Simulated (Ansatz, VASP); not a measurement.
One calculation of EuO, two programs

```
CELL_PARAMETERS angstrom
0.00000 2.54157 2.54157
2.54157 0.00000 2.54157
2.54157 2.54157 0.00000
ATOMIC_POSITIONS crystal
Eu 0.00000 0.00000 0.00000
O 0.50000 0.50000 0.50000
```

Alike in both runs: task single point; functional PBE; k mesh 6 × 6 × 6; occupations gaussian, width 0.1 eV; collinear spin.

|  | VASP | Ansatz |
| --- | --- | --- |
| version | VASP 6.6.1 | Ansatz 0.2.0 |
| potentials or method | VASP PAW PBE potentials, release 64 (Eu, O) | scalar-relativistic, plane waves, PAW |
| plane-wave cutoff (eV) | 520 | 420 |
| valence electrons in the cell | 23 | 23 |

|  | VASP | Ansatz | Ansatz less VASP |
| --- | --- | --- | --- |
| gap on the k mesh at the Fermi level (eV) | none | none | - |
| pressure (GPa) | -1.4 | -1.1 | +0.28 |
| net moment per atom (μB) | 3.49 | 3.49 | +0.001 |
| size of the moment on the site where the two differ most (μB) | 0.10 | 0.08 | -0.018 |

Site moments also hang on the region over which each program counts them. A gap of «none» marks a metal or a gap that the smearing closes. The functional is the same, so the differences come from potentials, cutoffs and numerics.

Caveats: spin-orbit coupling is left out, which moves the levels of the heavy elements; a cell with one magnetic atom can't hold antiferromagnetic order, which such compounds often take; without U or exact exchange the open f shell lies at the Fermi level, which spoils levels, moments and volumes. With open d or f shells a metallic result of PBE can be an artefact of self-interaction; +U or a hybrid may open a gap. The state reached can hang on the start; a lower one may exist.
